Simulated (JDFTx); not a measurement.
Write the native input for JDFTx 1.7.0 (patched build) that does the following.

```yaml
Task: relaxation of cell and atoms
Functional: PBE
Potentials_or_basis: PseudoDojo-SR-PBE-0.5-standard
Cutoff: 1143 eV
Density_cutoff: 9143 eV
k_mesh: 8 × 8 × 8
Occupations: fermi-dirac, width 0.05 eV
Spin: no spin polarisation
Bands: 14
Density_cutoff_over_wavefunction_cutoff: 8
Max_SCF_steps: 100
SCF_threshold_on_the_energy: 1e-10 Ha
Solver_of_the_electrons: scf
Further_solve_for_the_empty_bands: no
```

The system is ZrN.

```xyz
2
Lattice="0.0000 2.3000 2.3000 2.3000 0.0000 2.3000 2.3000 2.3000 0.0000" Properties=species:S:1:pos:R:3 pbc="T T T"
Zr    2.3000    2.3000    2.3000
N     0.0000    0.0000    0.0000
```

These files were run (other wordings do the same):

ZrN.in

```
lattice Face-Centered Cubic 8.6927401733
coords-type Lattice
ion Zr     0.5000000000     0.5000000000     0.5000000000 1
ion N      0.0000000000     0.0000000000     0.0000000000 1

ion-species pseudo/Zr.upf
ion-species pseudo/N.upf
elec-cutoff 42 336
elec-ex-corr gga-PBE
kpoint-folding 8 8 8
elec-smearing Fermi 0.0018374661
elec-n-bands 14
electronic-SCF nIterations 100 energyDiffThreshold 1e-10
electronic-minimize nIterations 30 energyDiffThreshold 1e-7
forces-output-coords Cartesian
lattice-minimize nIterations 30 energyDiffThreshold 1e-7

dump-name run.$VAR
dump End Ecomponents EigStats BandEigs Kpoints Forces Stress
```

Potentials or basis: PseudoDojo-SR-PBE-0.5-standard.

The run is started by

```sh
$ jdftx -c 1 -i ZrN.in -o ZrN.out
```

It gave:

```
Relaxed volume                         : 12.15 Å³/atom
Relaxed cell                           : a = 3.251 Å, b = 3.251 Å, c = 3.251 Å, α = 60.00°, β = 60.00°, γ = 60.00°
Space group after relaxing (to 0.05 Å) : Fm-3m (No. 225)
Energy gained by relaxing              : 0.0 meV/atom
Ionic steps                            : 5
Pressure after relaxing                : 0.0 GPa
Band gap on the k mesh                 : none (metal or under the smearing width)
Loewdin charges                        : Zr +0.80; N -0.74 e
```

It took 71 s on 1 thread of Intel(R) Xeon(R) Platinum 8488C (Sapphire Rapids) (shared host), peak memory 0.1 GiB.
